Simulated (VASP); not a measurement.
Input of a VASP 6.6.1 run:

Contents of INCAR:

```
SYSTEM = Ru
PREC = Accurate ; ENCUT = 520
EDIFF = 1E-7 ; ISMEAR = 0
SIGMA = 0.1 ; LREAL = .FALSE.
LASPH = .TRUE. ; NELM = 80
ALGO = Fast ; ISIF = 2
LWAVE = .FALSE. ; LCHARG = .FALSE.
LDIPOL = .TRUE. ; IDIPOL = 3
DIPOL = 0.5 0.5 0.500 ; GGA = RP
NBANDS = 88
```

The input KPOINTS:

```
Automatic mesh
0
G
  16 16 1
  0 0 0
```

Contents of POSCAR:

```
Ru
1.0
    2.7330600000      0.0000000000      0.0000000000
    1.3665300000      2.3668993901      0.0000000000
    0.0000000000      0.0000000000     38.8100000000
Ru
11
Direct
    0.0000000000      0.0000000000      0.2241532931
    0.3333333333      0.3333333333      0.2775627329
    0.0000000000      0.0000000000      0.3331345710
    0.3333333333      0.3333333333      0.3889126786
    0.0000000000      0.0000000000      0.4445173275
    0.3333333333      0.3333333333      0.5000000006
    0.0000000000      0.0000000000      0.5554826733
    0.3333333333      0.3333333333      0.6110873218
    0.0000000000      0.0000000000      0.6668654286
    0.3333333333      0.3333333333      0.7224372665
    0.0000000000      0.0000000000      0.7758467061
```

Potentials or basis: VASP PAW PBE potentials, release 64 (Ru_pv).

Command:

```console
$ cat potpaw_PBE.64/Ru_pv/POTCAR > POTCAR
$ mpirun -np 1 vasp_std > vasp.out
```

Task: Predict the largest force.

Result: 0.011 eV/Å.

Task: Predict the band gap on the k mesh.

Result: None (metal or under the smearing width).

Forces on the atoms (eV/Å):
```
Ru   0.000  0.000 -0.011
Ru   0.000  0.000  0.006
Ru   0.000  0.000  0.002
Ru   0.000  0.000 -0.002
Ru   0.000  0.000  0.001
Ru   0.000  0.000  0.000
Ru   0.000  0.000 -0.001
Ru   0.000  0.000  0.002
Ru   0.000  0.000 -0.002
Ru   0.000  0.000 -0.006
Ru   0.000  0.000  0.011
```

Caveat: the PAW data sets were made with another functional, which shifts forces and pressure a little.
